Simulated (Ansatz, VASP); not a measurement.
**One calculation of Zr4B, two programs**

```
Zr B
1.0
     3.36431    0.00000    0.00000
    -1.68215    2.91358    0.00000
     0.00000    0.00000   10.53522
Zr B
4 1
Direct
  0.33333 0.66667 0.87294
  0.33333 0.66667 0.38567
  0.66667 0.33333 0.12706
  0.66667 0.33333 0.61433
  0.00000 0.00000 0.00000
```

Change from the starting cell: species swapped into the Co4H type (P-3m1, No. 164).

Alike in both runs: functional PBE; k mesh 6 × 6 × 2; occupations gaussian, width 0.1 eV; no spin polarisation.

Ansatz relaxed the structure, and its values are those at the end. VASP's run is a single point on that final structure, the one shown.

|  | VASP | Ansatz |
| --- | --- | --- |
| version | VASP 6.6.1 | Ansatz 0.2.0 |
| potentials or method | VASP PAW PBE potentials, release 64 (Zr_sv, B) | scalar-relativistic, plane waves, PAW |
| plane-wave cutoff (eV) | 520 | 420 |
| valence electrons in the cell | 51 | 51 |

```csv
,VASP,Ansatz,Ansatz less VASP
gap on the k mesh at the Fermi level (eV),none,none,-
pressure (GPa),0.0,0.0,-0.04
```

A gap of «none» marks a metal or a gap that the smearing closes. With one functional, cell and mesh, what is left measures potentials, basis and numerics.
